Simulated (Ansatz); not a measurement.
# TiCo (Pm-3m) in Ansatz: notebook

The runs below take TiCo through relaxation of cell and atoms, single point, with RPBE+D4, PBE.

All numbers are computed with Ansatz 0.2.0; they aren't measurements. Logs are shortened: lines on timing, memory, paths and dates and some standing lists are left out, and cuts for length are marked.

**1. The crystal as given**

It takes space group Pm-3m (No. 221, cubic). The conventional cell has a = 2.986 Å, b = 2.986 Å, c = 2.986 Å, α = 90.00°, β = 90.00°, γ = 90.00°. Around Co (site symmetry m-3m) lie 8 Ti at 2.59 Å. Ti (site symmetry m-3m) has 8 Co at 2.59 Å as nearest neighbours.

The cell comes from a database or a generator and needn't be the stable form of this composition.

**2. Relaxation of cell and atoms, RPBE+D4, collinear spin, ferromagnetic start**

input.yaml

```yaml
crystal:
  lattice:
    - [2.98611099, 0.0, 0.0]
    - [0.0, 2.98611099, 0.0]
    - [0.0, 0.0, 2.98611099]
  atoms:
    - { symbol: Co, position: [0.5, 0.5, 0.5], spin: 2.0 }
    - { symbol: Ti, position: [0.0, 0.0, 0.0], spin: 1.0 }
kpoints:
  mp_grid: { grid: [9, 9, 9] }
scf:
  occupations: { method: fermi_dirac, width: 0.05 }
hamiltonian:
  xc: rpbe
  dispersion: d4
  pseudopotentials: { kind: all_electron, lapw: { basis_error: 0.001 } }
magnetization:
  spin_polarized: true
output:
  forces: true
  stress: true
relax:
  f_tol: 0.005
  max_steps: 60
  cell: {}
```

Potentials or basis: all-electron LAPW, scalar-relativistic.

Launch:

```sh
$ ansatz run input.yaml --threads 2 --pin off --max-ram 6144MiB --backend cpu --events-out ev --progress --plain --runs-dir out
```

Standard output:

```text
Warning: RAYON_NUM_THREADS=2 ignored (pool sized by the plan → 2); use --threads N
The last accepted step is kept in <dir> (removed where the run ends without a failure and the disk answers)
LAPW: plane waves up to 8.846 Å⁻¹, error target 1.0e-3 eV per atom; small_component_spin mean_spin; Ti in spheres of 1.246 Å, 18 of its electrons in bands, Dirac shells []; Co in spheres of 1.262 Å, 17 of its electrons in bands, Dirac shells [] (how accurate: hamiltonian.pseudopotentials.lapw.basis_error, Limitations)
Engine: ansatz 0.2.0, aarch64-unknown-linux-gnu
Pseudopotentials: kind: all_electron
Pseudopotential: Co, LAPW, valence charge 17, lapw/all_electron/scalar/gaussian/Co, Koelling and Harmon's equation, gaussian nucleus
Pseudopotential: Ti, LAPW, valence charge 18, lapw/all_electron/scalar/gaussian/Ti, Koelling and Harmon's equation, gaussian nucleus
Functional definition: RPBE
  parameter kappa = 0.804
  parameter beta = 0.06672455060314922
  exchange = rpbe_x(kappa = kappa, mu = beta*pi^2/3)
  correlation = pbe_c(beta = beta)
Crystal: 2 atoms, lattice volume = 26.627 Å³
Basis set: ecut = 298.1272490667282 eV, 305 PW (Γ), exchange–correlation at level 2
Bands: 23, of which v1, the nominal top of the filled ones, is band 18 counted from 1 (17 counted from 0)
Symmetry: 48 space group operations
Space group: Pm-3m (ITA 221), of the structure as read, at distance tolerance 3.0e-5 Å
Magnetic group: BNS 221.92 (UNI 1594), of the structure as read, at distance tolerance 3.0e-5 Å
k-points: 35 of 729
Non-local potential: Co, projectors of the file, none
Non-local potential: Ti, projectors of the file, none
Initial density: superposition of atomic densities (chi_scale 0.1, normalization cell)
Starting moments: Σ|m| = 3 μB on 2 of 2 sites
Initial wavefunctions: plane waves of lowest kinetic energy (no species holds an atomic orbital)
Functional: x = rpbe, c = pbe(β = 0.06672455060314922)
iter 1 solved again at ethr=2.05e-3 eV; its pass at ethr=1.00e-1 eV (dr2=7.16e-1 eV) is discarded
SCF iter   1: F=—  HF=-61161.255657 eV  |F-HF|=—  |Δ(HF+E_count)|=         —  Δρ=4.17e-2 (↑4.17e-2 ↓3.72e-2)  dr2=7.18e-1  dr2_m=2.79e-1  M=1.379 μB ∫|m|=1.439 μB  β_m=0.30  ethr=2.05e-3  ⟨swp⟩=2.0  Hψ=10513  notcnv=0
Mixer restart at iter 1: flushing history
preconditioner: auto → none  [metal: Δε(μ)=0.015 eV  Ē_g=5.206 eV  σ=0.050 eV  W_gap=0.07  n_scr=6 (ndim 8)  ℏωp=25.9 eV  f_vac=0.000  D(μ)=2.37/eV (n_scr^D=26)  sad-step TF]
SCF iter   2: F=—  HF=-61161.513439 eV  |F-HF|=—  |Δ(HF+E_count)|=   2.58e-1  Δρ=3.02e-2 (↑3.02e-2 ↓2.71e-2)  dr2=1.91e-1  dr2_m=1.72e-1  M=1.236 μB ∫|m|=1.353 μB  β_m=0.60  ethr=2.05e-3  ⟨swp⟩=2.0  Hψ=4830  notcnv=0
SCF iter   3: F=—  HF=-61162.291906 eV  |F-HF|=—  |Δ(HF+E_count)|=         —  Δρ=2.90e-2 (↑2.09e-2 ↓2.90e-2)  dr2=8.82e-1  dr2_m=4.25e-2  M=0.783 μB ∫|m|=0.949 μB  β_m=0.60  ethr=5.45e-4  ⟨swp⟩=3.0  Hψ=5296  notcnv=0
[... 43 lines left out ...]
SCF iter   6: F=-61162.105658 eV  HF=-61162.105659 eV  |F-HF|=2.96e-8  |Δ(HF+E_count)|=   1.10e-8  Δρ=2.91e-6 (↑1.31e-6 ↓2.91e-6)  dr2=7.46e-9  dr2_m=1.55e-10  M=0.837 μB ∫|m|=1.096 μB  ethr=7.11e-12 (applied; sched 1.00e-12)  ⟨swp⟩=3.0  Hψ=5040  notcnv=0
SCF 3 converged in 6 iterations: F = -61162.105658 eV  dr2 = 7.46e-9
relax step   3: F+E_penalty+E_count = -61162.10565847 eV  Δ(F+E_penalty+E_count) = -1.582e-5 eV  max|allowed force component| = 5.259e-31 eV/Å  Δτ_max = 0.0000 Å  P = +0.005 GPa  Ω = 26.188 Å³  (6 SCF iters, accepted)
iter 1 solved again at ethr=1.00e-12 eV; its pass at ethr=1.00e-1 eV (dr2=1.70e-11 eV) is discarded
SCF iter   1: F=—  HF=-61162.105659 eV  |F-HF|=—  |Δ(HF+E_count)|=         —  Δρ=3.87e-7 (↑2.50e-7 ↓3.87e-7)  dr2=1.70e-11  dr2_m=2.00e-11  M=0.837 μB ∫|m|=1.096 μB  β_m=0.65  ethr=5.52e-12 (applied; sched 1.00e-12)  ⟨swp⟩=3.2  Hψ=7713  notcnv=0
SCF iter   2: F=—  HF=-61162.105659 eV  |F-HF|=—  |Δ(HF+E_count)|=   3.18e-9  Δρ=3.45e-7 (↑3.04e-7 ↓3.45e-7)  dr2=9.89e-13  dr2_m=2.51e-11  M=0.837 μB ∫|m|=1.096 μB  β_m=0.65  ethr=6.36e-12 (applied; sched 1.00e-12)  ⟨swp⟩=2.0  Hψ=4698  notcnv=0
SCF iter   3: F=-61162.105659 eV  HF=-61162.105659 eV  |F-HF|=9.29e-9  |Δ(HF+E_count)|=   1.13e-9  Δρ=1.70e-6 (↑7.17e-7 ↓1.70e-6)  dr2=2.48e-9  dr2_m=5.97e-11  M=0.837 μB ∫|m|=1.096 μB  ethr=6.36e-12 (applied; sched 1.00e-12)  ⟨swp⟩=2.0  Hψ=4698  notcnv=0
SCF 4 converged in 3 iterations: F = -61162.105659 eV  dr2 = 2.48e-9
relax step   4: F+E_penalty+E_count = -61162.10565887 eV  Δ(F+E_penalty+E_count) = -3.948e-7 eV  max|allowed force component| = 2.235e-30 eV/Å  Δτ_max = 0.0000 Å  P = +0.004 GPa  Ω = 26.188 Å³  stress off target by 4.49e-3 GPa  SCF on the basis re-selected at this cell (its energy is not comparable with the rows above)  (3 SCF iters)
basis re-selected at this cell: Δ(F+E_penalty+E_count) = -3.948e-7 eV, ΔP = -0.000 GPa vs the last step (what re-selecting the basis moved, after the strain that the cell walked since its last selection, with what the two solves' SCF thresholds leave and, on support functions, any second-order correction that the steps lacked; it is no measure of the basis error at this ecutwfc). This SCF's stress stands 4.49e-3 GPa from its target on what of the cell is left free (relax.cell.stress_tol is 5.00e-2 GPa) and its largest allowed force component is 2.24e-30 eV/Å (relax.f_tol is 5.00e-3 eV/Å): within both
SCF converged after 3 iterations
Magnetization: 0.8369 μB (17.9184 up, 17.0816 down)
Absolute magnetization: 1.0959 μB (∫|ρ↑−ρ↓|)
Spin contamination: 0.0820 ħ² per cell (⟨S²⟩ above its minimum at these occupations)
Per-site moments (μB) at R_I (Å): [(0.9578993123873367, 1.2552951003555883), (-0.043982382946401444, 1.2393326300580576)]
Free energy (F): -61162.105659 eV
Harris-Foulkes:  -61162.105659 eV  (|F-HF|=9.29e-9)
Internal energy: -61162.090092 eV  (E = F + TS)
E sigma→0 (E₀):  -61162.097875 eV
Entropy (-TS):   -0.015567 eV (-7.783 meV/atom)
Fermi energy:    17.562975 eV
--- Per-component energies (eV) ---
  E_band       = -2907.877934
  E_kinetic    = 61953.051007
  E_xc         = -2782.839320
  E_electrostatic = -120331.134747  (all electrons and nuclei)
  E_disp       = -1.167032  (pairwise vdW)
  E_smearing   = -0.015567  (= −TS)
  E_closure    = 0.000000  (closes the sum)
  E_atoms      = -61146.067048  (free atoms, spherical and without spin; not in F)
  Σ components = -61162.105659   (vs F -61162.105659, Δ=0.00e0)
  Basis errors (estimates in eV, not in F): energy 2.3e-4 per atom: plane waves 1.8e-4 (9.9e-5 summed), levels above the bands 6.9e-31, relativity 1.1e-8, radial functions 4.8e-5, core shells 1.6e-7; eigenvalues (radial functions only) 8.1e-7; not estimated: angular momenta, meshes, grids; target (lapw.basis_error) 1.0e-3; muffin-tin radii Ti 1.239 Å, Co 1.255 Å
--- Forces (eV/Å), atoms counted from 1 ---
  atom   1  Co     0.00000000     0.00000000    -0.00000000
  atom   2  Ti    -0.00000000     0.00000000     0.00000000
  max |Σ_I F_I| component: 3.94e-30 eV/Å
--- Stress (GPa, compression-positive) ---
        0.004486       0.000000      -0.000000
        0.000000       0.004486      -0.000000
       -0.000000      -0.000000       0.004486
  P = ⅓ Tr σ = 0.0045 GPa (0.045 kbar)
--- Relaxed structure (3 steps of the walk, 3 accepted, 1 SCFs on fresh bases) ---
  F+E_penalty+E_count = -61162.10565887 eV   max|allowed force component| = 2.235e-30 eV/Å   (the final SCF, on the basis selected at the relaxed cell)
  cell:  # Å, volume = 26.1885 Å³
    - [2.9696371405030493, 5.617295671129437e-35, -2.246918268451775e-34]
    - [5.617295671129437e-35, 2.9696371405030493, -9.62964972193618e-35]
    - [-2.246918268451775e-34, -9.62964972193618e-35, 2.9696371405030493]
  atoms:
    - { symbol: Co, position: [0.49999999999999994, 0.49999999999999994, 0.49999999999999994] }
    - { symbol: Ti, position: [4.00989311559817e-49, 1.0077540815404848e-36, -4.031016326161481e-36] }
```

Run time: 39 s. Hardware: 2 threads of Arm Neoverse V1, shared host; peak memory 0.44 GiB.

What came out:

| Property | Result |
| --- | --- |
| Free energy | -61162.1057 eV |
| Relaxed volume | 13.09 Å³/atom |
| Relaxed cell | a = 2.970 Å, b = 2.970 Å, c = 2.970 Å, α = 90.00°, β = 90.00°, γ = 90.00° |
| Space group after relaxing (to 0.05 Å) | Pm-3m (No. 221) |
| Energy gained by relaxing | 1.9 meV/atom |
| Ionic steps | 4 |
| Pressure after relaxing | 0.0 GPa |
| Net moment | 0.84 μB per cell |
| Absolute moment | 1.10 μB per cell |
| Site moments | Co +0.96; Ti -0.04 μB |

The path:
| step | energy change (eV) | largest force (eV/Å) | volume (Å³) |
| --- | --- | --- | --- |
| 1 | 0.0000 | 0.0000 | 26.63 |
| 2 | -0.0037 | 0.0000 | 26.22 |
| 3 | -0.0037 | 0.0000 | 26.19 |
| 4 | -0.0037 | 0.0000 | 26.19 |

Final structure:
```
Co Ti
1.0
     2.96964    0.00000    0.00000
     0.00000    2.96964    0.00000
     0.00000    0.00000    2.96964
Co Ti
1 1
Direct
  0.50000 0.50000 0.50000
  0.00000 0.00000 0.00000
```

**3. Single point, PBE, collinear spin, ferromagnetic start**

Edit input.yaml of step 2 so:

```diff
@@ -11,6 +11,5 @@
 scf:
-  occupations: { method: fermi_dirac, width: 0.05 }
+  occupations: { method: gaussian, width: 0.017 }
 hamiltonian:
-  xc: rpbe
-  dispersion: d4
+  xc: pbe
   pseudopotentials: { kind: all_electron, lapw: { basis_error: 0.001 } }
@@ -21,5 +20,2 @@
   stress: true
-relax:
-  f_tol: 0.005
-  max_steps: 60
-  cell: {}
+  eigenvalues: true
```

Potentials or basis: all-electron LAPW, scalar-relativistic.

Launch:

```sh
$ ansatz run input.yaml --threads 2 --pin off --max-ram 6144MiB --backend cpu --events-out ev --progress --plain --runs-dir out
```

Run time: 6.9 s. Hardware: 2 threads of Intel Xeon 6975P-C (Granite Rapids), shared host; peak memory 0.48 GiB.

Results (log left out):

- Free energy: -61151.7190 eV
- Pressure: -0.5 GPa
- Band gap on the k mesh: none (metal or under the smearing width)
- Net moment: 0.84 μB per cell
- Absolute moment: 1.09 μB per cell
- Site moments: Co +0.95; Ti -0.05 μB

Levels at points of the mesh, in eV from the Fermi level:
Spin up:
```tsv
k point	band 12	band 13	band 14	band 15	band 16	band 17	band 18	band 19
(0.00, 0.00, 0.00)	-1.90	-1.90	-1.90	0.47	0.47	2.67	2.67	2.67
```
Spin down:
```
           k point  band 12  band 13  band 14  band 15  band 16  band 17
(0.00, 0.00, 0.00)    -1.36    -1.36    -1.36     1.03     1.03     2.77
```

**4. Single point, PBE, collinear spin, ferromagnetic start**

Edit input.yaml of step 3 so:

```diff
@@ -11,3 +11,3 @@
 scf:
-  occupations: { method: gaussian, width: 0.017 }
+  occupations: { method: gaussian, width: 0.027 }
 hamiltonian:
```

Launch:

```sh
$ ansatz run input.yaml --threads 2 --pin off --max-ram 6144MiB --backend cpu --events-out ev --progress --plain --runs-dir out
```

Run time: 6.2 s. Hardware: 2 threads of Intel Xeon 6975P-C (Granite Rapids), shared host; peak memory 0.44 GiB.

The run converged. Its results:

```yaml
Free_energy: -61151.7191 eV
Pressure: -0.5 GPa
Band_gap_on_the_k_mesh: none (metal or under the smearing width)
Net_moment: 0.84 μB per cell
Absolute_moment: 1.09 μB per cell
Site_moments: Co +0.95; Ti -0.05 μB
```

Levels at points of the mesh, in eV from the Fermi level:
Spin up:
```
           k point  band 11  band 12  band 13  band 14  band 15  band 16  band 17  band 18  band 19  band 20
(0.00, 0.00, 0.00)    -4.23    -1.90    -1.90    -1.90     0.47     0.47     2.66     2.66     2.66     8.85
```
Spin down:
```csv
k point,band 11,band 12,band 13,band 14,band 15,band 16,band 17,band 18
"(0.00, 0.00, 0.00)",-3.55,-1.36,-1.36,-1.36,1.03,1.03,2.76,2.76
```

**5. Summary**

```csv
task,level,cell,cutoff (eV),smearing,gap on the mesh (eV),pressure (GPa),moment (μB)
relaxation of cell and atoms,RPBE+D4,relaxed,-,fermi-dirac 0.05 eV,-,0.0,0.84
single point,PBE,as given,279,gaussian 0.017 eV,none,-0.5,0.84
single point,PBE,as given,279,gaussian 0.027 eV,none,-0.5,0.84
```

Alike in all rows: potentials or basis all-electron LAPW, scalar-relativistic; spin collinear, ferromagnetic start; k mesh 9 × 9 × 9; basis error allowed 0.001 eV/atom.

Compare energies only between runs with the same functional and basis.
